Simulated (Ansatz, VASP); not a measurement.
# Cross-check of GaN between VASP and Ansatz, part 2 of 2

Wanted: the spread between two codes on one cell, functional and k mesh. Of the first pair: The cell is taken from a series of runs on this material, whose earlier steps may have relaxed, scaled, displaced or heated it; both programs get it as it stands.

VASP 6.6.1 and Ansatz 0.2.0.

So far: Set-up; VASP: relaxation of cell and atoms, LDA; Ansatz: relaxation of cell and atoms, LDA; Differences; Ansatz: relaxation, LDA.

### 6. VASP: single point, LDA, pair 2

Level of this step: LDA; plane waves and PAW (N, Ga_d) (VASP).

The same cell, functional (in two slightly different forms) and mesh now go to VASP, with its own data sets.

File INCAR:

```
SYSTEM = GaN
PREC = Accurate
ENCUT = 600
EDIFF = 1E-06
NELM = 120
ISMEAR = 0
SIGMA = 0.01
LREAL = .FALSE.
ALGO = Normal
GGA = CA
NBANDS = 15
LORBIT = 11
LWAVE = .FALSE.
LCHARG = .FALSE.
ISIF = 2
LASPH = .TRUE.
GGA_COMPAT = .FALSE.
EFERMI = MIDGAP
KPAR = 2
```

File POSCAR:

```
GaN
1.0
    0.0000000000      2.2498785361      2.2028581677
    2.2498785361      0.0000000000      2.2028581677
    2.2498785361      2.2498785361      0.0000000000
N Ga
1 1
Direct
    0.2500000000      0.2500000000      0.2500000000
    0.0000000000      0.0000000000      0.0000000000
```

File KPOINTS:

```
Automatic mesh
0
Gamma
12 12 12
0 0 0
```

Potentials, in the order of the species: N and Ga_d (LDA family, release 64).

On the command line:

```bash
mpirun -np 2 vasp_std
```

Numbers of over 12 decimals in the logs are rounded to 6 here.

What it wrote:

```text
[... set-up lines as in an earlier step ...]
 entering main loop
       N       E                     dE             d eps       ncg     rms          rms(c)
DAV:   1     0.891541435699E+02    0.89154E+02   -0.10214E+04  5369   0.233E+03
DAV:   2    -0.944059531324E+01   -0.98595E+02   -0.91826E+02  5604   0.365E+02
DAV:   3    -0.159293599697E+02   -0.64888E+01   -0.64584E+01  5534   0.779E+01
DAV:   4    -0.160024831685E+02   -0.73123E-01   -0.73111E-01  6126   0.885E+00
[...]
DAV:  11    -0.139419619728E+02    0.71925E-04   -0.23452E-04  7420   0.289E-01    0.144E-02
DAV:  12    -0.139419639424E+02   -0.19697E-05   -0.18142E-05  5576   0.491E-02    0.421E-03
DAV:  13    -0.139419638757E+02    0.66748E-07   -0.54319E-07  3705   0.155E-02
   1 F= -.13941964E+02 E0= -.13941964E+02  d E =0.000000E+00
```

Parts of OUTCAR (step 6):

```text
  Total       -0.2252305     -0.2252305      0.1372705      0.0000000      0.0000000     -0.0000000
  in kB      -16.1809134    -16.1809134      9.8617277      0.0000000      0.0000000     -0.0000000
  external PRESSURE =      -7.5000331 kB  Pullay stress =       0.0000000 kB

 POSITION                                       TOTAL-FORCE (eV/Angst)
 -----------------------------------------------------------------------------------
      1.12494      1.12494      1.10143         0.000000      0.000000     -0.000000
      0.00000      0.00000      0.00000        -0.000000     -0.000000      0.000000
 -----------------------------------------------------------------------------------
    total drift:                                0.000000      0.000000      0.000000

  FREE ENERGIE OF THE ION-ELECTRON SYSTEM (eV)
  ---------------------------------------------------
  free  energy   TOTEN  =       -13.9419638757 eV

  energy  without entropy=      -13.9419638757  energy(sigma->0) =      -13.94196388

[... 3 further parts left out ...]
[key lines of the parts left out:]
E-fermi :   6.3106
```

The run ends at a pressure of -0.75 GPa.

### 7. Side by side

What differs besides the data sets and the points named for the pairs above, as far as they apply: Ansatz's pressure holds a Pulay correction, VASP's none. Total energies have different zeros and are not compared.

Both answers:

```csv
quantity,Ansatz,VASP,difference
pressure (GPa),-1.76,-0.75,-1.01
gap on the k mesh (eV),1.839,1.850,-0.012
```

A gap on the mesh is an upper bound, since the band edges may lie between its points.

### 8. Ansatz: relaxation, LDA

This run makes the geometry at which the two programs are then compared. The cell compared in this pair holds 22.48 Å³, against 22.30 Å³ for the pair before.

The structure compared here is the end of the Ansatz relaxation.

File input.yaml:

```yaml
crystal:
  lattice:
    - [0.0, 2.2721545612, 2.2028581677]
    - [2.2721545612, 0.0, 2.2028581677]
    - [2.2721545612, 2.2721545612, 0.0]
  atoms:
    - { symbol: "N", position: [0.25, 0.25, 0.25] }
    - { symbol: Ga, position: [0.0, 0.0, 0.0] }
  conventional_axes: [[-1, 1, 1], [1, -1, 1], [1, 1, -1]]
kpoints:
  mp_grid: { grid: [12, 12, 12] }
hamiltonian:
  xc: lda
  pseudopotentials: { kind: paw, azcp: { folder: soft_1 }, xc_functional: pbe }
scf:
  occupations: { method: fixed }
output:
  forces: true
  stress: true
  eigenvalues: true
relax:
  adjacent_minimum: "off"
  f_tol: 0.001
  max_steps: 60
  cell: { stress_tol: 0.01, fix: [a, b, gamma] }
```

On the command line:

```bash
ansatz run input.yaml --threads 4 --pin off --max-ram 10240MiB --backend cpu --events-out ev --progress --plain --runs-dir out
```

What it wrote:

```text
[...]
Crystal: 2 atoms, lattice volume = 22.745 Å³
Basis set: ecut = 420 eV, 443 PW (Γ)
Bands: 13, of which v1, the nominal top of the filled ones, is band 9 counted from 1 (8 counted from 0)
Symmetry: 8 space group operations
[...]
k-points: 163 of 1728 (time reversal used)
[...]
k-point 162: bands = [... 5 lower, -1.6925, 3.5812, 6.5349, 6.5349, 12.6325, 15.6561, 21.5751, 23.3288]
--- Relaxed structure (4 steps of the walk, 4 accepted, 2 SCFs on fresh bases) ---
[...]
cell:  # Å, volume = 22.4829 Å³
    - [0, 2.2721545612, 2.177445]
    - [2.2721545612, 0, 2.177445]
    - [2.2721545612, 2.2721545612, 0]
  atoms:
    - { symbol: N, position: [0.25, 0.25, 0.25] }
    - { symbol: Ga, position: [0, 0, 0] }
[key lines of the parts left out:]
SCF converged after 6 iterations
Free energy (F): -4082.073381 eV
Fermi energy:    9.666455 eV
P = ⅓ Tr σ = -3.4095 GPa (-34.095 kbar)
```

### 9. VASP: single point, LDA, pair 3

The same cell, functional (in two slightly different forms) and mesh now go to VASP, with its own data sets.

INCAR is that of step 6.

File POSCAR:

```
GaN
1.0
    0.0000000000      2.2721545612      2.1774446129
    2.2721545612      0.0000000000      2.1774446129
    2.2721545612      2.2721545612      0.0000000000
N Ga
1 1
Direct
    0.2500000000      0.2500000000      0.2500000000
    0.0000000000      0.0000000000      0.0000000000
```

KPOINTS is that of step 6.

On the command line:

```bash
mpirun -np 2 vasp_std
```

What it wrote:

```text
[... set-up lines as in an earlier step ...]
 entering main loop
       N       E                     dE             d eps       ncg     rms          rms(c)
DAV:   1     0.878957156915E+02    0.87896E+02   -0.10304E+04  5389   0.233E+03
DAV:   2    -0.949013665730E+01   -0.97386E+02   -0.90518E+02  5632   0.362E+02
DAV:   3    -0.159002435183E+02   -0.64101E+01   -0.63815E+01  5366   0.772E+01
DAV:   4    -0.159764413002E+02   -0.76198E-01   -0.76184E-01  6352   0.893E+00
[...]
DAV:  11    -0.139326770147E+02    0.75992E-04   -0.24398E-04  7440   0.298E-01    0.176E-02
DAV:  12    -0.139326789522E+02   -0.19375E-05   -0.18318E-05  5506   0.486E-02    0.668E-03
DAV:  13    -0.139326788668E+02    0.85443E-07   -0.57100E-07  3698   0.148E-02
   1 F= -.13932679E+02 E0= -.13932679E+02  d E =0.000000E+00
```

Parts of OUTCAR (step 9):

```text
  Total       -0.5760759     -0.5760759      0.1299901      0.0000000      0.0000000     -0.0000000
  in kB      -41.0522965    -41.0522965      9.2633462      0.0000000      0.0000000     -0.0000000
  external PRESSURE =     -24.2804156 kB  Pullay stress =       0.0000000 kB

 POSITION                                       TOTAL-FORCE (eV/Angst)
 -----------------------------------------------------------------------------------
      1.13608      1.13608      1.08872         0.000000      0.000000      0.000000
      0.00000      0.00000      0.00000        -0.000000     -0.000000     -0.000000
 -----------------------------------------------------------------------------------
    total drift:                                0.000000      0.000000     -0.000000

  FREE ENERGIE OF THE ION-ELECTRON SYSTEM (eV)
  ---------------------------------------------------
  free  energy   TOTEN  =       -13.9326788668 eV

  energy  without entropy=      -13.9326788668  energy(sigma->0) =      -13.93267887

[... 1 part as in an earlier step ...]

[... 2 further parts left out ...]
[key lines of the parts left out:]
E-fermi :   6.2210
```

The run ends at a pressure of -2.43 GPa.

### 10. Comparison

Both answers:

```csv
quantity,Ansatz,VASP,difference
pressure (GPa),-3.41,-2.43,-0.98
gap on the k mesh (eV),1.723,1.735,-0.011
```

A gap on the mesh is an upper bound, since the band edges may lie between its points.

### 11. Summary of results

| Property | Result |
| --- | --- |
| difference in volume (relaxation of cell and atoms, LDA) | -0.53 % |
| difference in pressure (single point, LDA, pair 2) | -1.0 GPa |
| difference in gap on the k mesh (single point, LDA, pair 3) | -0.011 eV |
| difference in pressure (single point, LDA, pair 3) | -0.98 GPa |

In words: The difference in pressure is -1.0 GPa (single point, LDA, pair 2), at about the 1 GPa picked in this series as the mark of a large difference. What causes the difference of the single point, LDA, pair 2 pair stays open here. 5 further runs of this series are not shown here. Such differences can come from data sets, numerical settings and the points named under the comparisons, not from the functional's error against experiment.

[Lines on the potential files, build, host, timing and source positions are cut from VASP's logs without a mark.]

[Logs are printed without paths, hosts, clocks, repeated set-up lines and the standing remarks that a program may print on its own settings, such as how far it seeks lower states.]

[Hosts, paths, dates, database ids (printed as entryN), source tags and the programs' standing remarks are cut or masked in the printed files.]
